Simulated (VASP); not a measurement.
**From VASP inputs to Ansatz: Si (distorted diamond)**

INCAR

```
NSW = 0
ENCUT = 520
LASPH = .TRUE.
NELM = 120
PREC = Accurate
LWAVE = .FALSE.
EDIFF = 1E-7
IBRION = -1
SIGMA = 0.02
LREAL = .FALSE.
GGA = PE
LCHARG = .FALSE.
ISIF = 2
NBANDS = 11
ISMEAR = -1
```

KPOINTS

```
KPOINTS created by Atomic Simulation Environment
0
Gamma
6 6 6
0 0 0
```

POSCAR

```
Si
 1.0000000000000000
    -0.0678000000000000    2.6848999999999998    2.7610000000000001
     2.7254000000000000   -0.0871000000000000    2.7803000000000000
     2.6797000000000000    2.6585000000000001   -0.0414000000000000
 Si
   2
Cartesian
  0.1198955400000000  2.6633995599999998  2.6582912900000002
  1.5203229800000000  1.3887673199999999  1.0657750300000000
```

VASP ran with the recommended PBE PAW datasets (8 valence electrons in the cell).

Task: Translate these files to an Ansatz input.

Result: 

```yaml
crystal:
  lattice:
    - [-0.0678, 2.6849, 2.761]
    - [2.7254, -0.0871, 2.7803]
    - [2.6797, 2.6585, -0.0414]
  atoms:
    - { symbol: Si, position: [0.9441, 0.0193, 0.049] }
    - { symbol: Si, position: [0.1747, 0.2151, 0.353] }
kpoints:
  mp_grid: { grid: [6, 6, 6] }
hamiltonian:
  xc: pbe
scf:
  occupations: { method: fermi_dirac, width: 0.02 }
  n_extra_bands: 4
output:
  forces: true
  stress: true
  eigenvalues: true
```

Other inputs would serve too.

```csv
,VASP,Ansatz
gap between bands v and c on the k mesh,-0.73 eV (bands overlap: a metal),-0.74 eV (bands overlap: a metal)
least direct gap on the k mesh,0.47 eV,0.47 eV
pressure,1.8 GPa,1.8 GPa
largest force,3.02 eV/Å,3.03 eV/Å
```

Each program uses its own PAW datasets. VASP's cell holds 8 valence electrons and Ansatz's 8. Ansatz's stress includes a Pulay correction; VASP's doesn't.
